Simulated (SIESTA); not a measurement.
Runs of SIESTA 5.4.2 on MoS2. The cell holds a slab with vacuum, 3 atoms: a = 3.184 Å, b = 3.184 Å, c = 17.335 Å, α = 90.00°, β = 90.00°, γ = 120.00°. 

```tsv
task	level	potentials or basis	cell	gap on the mesh (eV)	V0 of scaled cells (Å³/atom)	B0 (GPa)	largest force (eV/Å)
single point	PBE	PseudoDojo 0.4 standard (PBE files), DZP (energy shift 0.003 Ry; two zetas on semicore shells)	as given	1.71	-	-	(b)
equation of state	LDA	PseudoDojo 0.4 standard (LDA files), DZP (energy shift 0.003 Ry; two zetas on semicore shells)	as given	-	49.86	57	-
single point	PBE	PseudoDojo 0.4 standard (PBE files), DZP (energy shift 0.003 Ry; two zetas on semicore shells)	atoms moved at random, drawn with an rms of 0.05 Å	1.70	-	-	0.92
equation of state	PBEsol	PseudoDojo 0.4 standard (PBEsol files), DZP (energy shift 0.003 Ry; two zetas on semicore shells)	as given	-	50.67	(a)	-
```

Alike in all rows: no spin polarisation; k mesh 10 × 10 × 2; smearing fermi-dirac 0.05 eV; grid cutoff 800 Ry; energy shift 0.003 Ry.

Task: Estimate the missing entries.

Result: (a) 54; (b) 0.60.

Caveats: the basis of atomic orbitals isn't converged, which shifts pressures, moduli and gaps; the cell was scaled at fixed shape and fractional positions, which overstates the stiffness of a crystal with free parameters, most of all of layers and chains (some runs).

A k mesh can miss the band edges, and the runs leave out spin-orbit coupling on Mo.
